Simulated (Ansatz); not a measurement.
Si, lonsdaleite, relaxed with r2SCAN in the PAW code Ansatz. Space group P6_3/mmc (No. 194), hexagonal; a = 3.832 Å, c = 6.341 Å in the conventional setting, 20.16 Å³ an atom. Around Si lie 4 Si at 2.35–2.37 Å.

The axes x, y and z are those of this cell:
```yaml
crystal:
  lattice:
    - [3.83213, 0.00000, 0.00000]
    - [-1.91606, 3.31872, 0.00000]
    - [0.00000, 0.00000, 6.34122]
  atoms:
    - { symbol: Si, position: [0.33333, 0.66667, 0.00056] }
    - { symbol: Si, position: [0.66667, 0.33333, 0.50056] }
    - { symbol: Si, position: [0.33333, 0.66667, 0.37444] }
    - { symbol: Si, position: [0.66667, 0.33333, 0.87444] }
```

Unstrained: PBE gives an indirect gap of 0.425 eV, from Γ to M; the least direct gap is 1.037 eV at Γ. The r2SCAN gap is indirect, 0.608 eV (Γ to M), below the direct gap of 1.362 eV at Γ. HSE06 gives an indirect gap of 0.972 eV, from Γ to M; the least direct gap is 1.696 eV at Γ. Meshes: PBE 12×12×4, r2SCAN 12×12×4, HSE06 6×6×4. Strains are changes of length per length. After each strain the atoms were relaxed again with r2SCAN within the symmetry that the strain leaves, so tilts or polar shifts that break it weren't tested; points keep the names that they have in the unstrained zone. The values are computed, spin-unpolarised, and not measurements.

Task: Apply isotropic -2.13 % on every length. How far does the gap move, against the unstrained cell?

Result: PBE: the gap goes from 0.425 to 0.271 eV (-0.154 eV); with r2SCAN the top three valence levels at Γ, grouped 2+1 from the top over 377 meV, become 2+1 over 439 meV. r2SCAN: the gap goes from 0.608 to 0.456 eV (-0.152 eV). HSE06: the gap goes from 0.972 to 0.816 eV (-0.156 eV). The r2SCAN energy rises by 26.7 meV an atom.

Task: Apply uniaxial -5.21 % along z, other directions held. How far does the gap move, against the unstrained cell?

Result: PBE: the gap goes from 0.425 to 0.069 eV (-0.356 eV); so small a gap is at the limit of these settings; with r2SCAN the top three valence levels at Γ, grouped 2+1 from the top over 377 meV, become 1+2 over 50 meV. r2SCAN: the gap goes from 0.608 to 0.237 eV (-0.371 eV). HSE06: the gap goes from 0.972 to 0.606 eV (-0.366 eV). The r2SCAN energy rises by 41.8 meV an atom.

The meshes of the hybrids are coarse, so their gaps aren't converged to the digits shown.

The splittings at Γ are without spin-orbit coupling, which regroups them where it is of like size or larger.
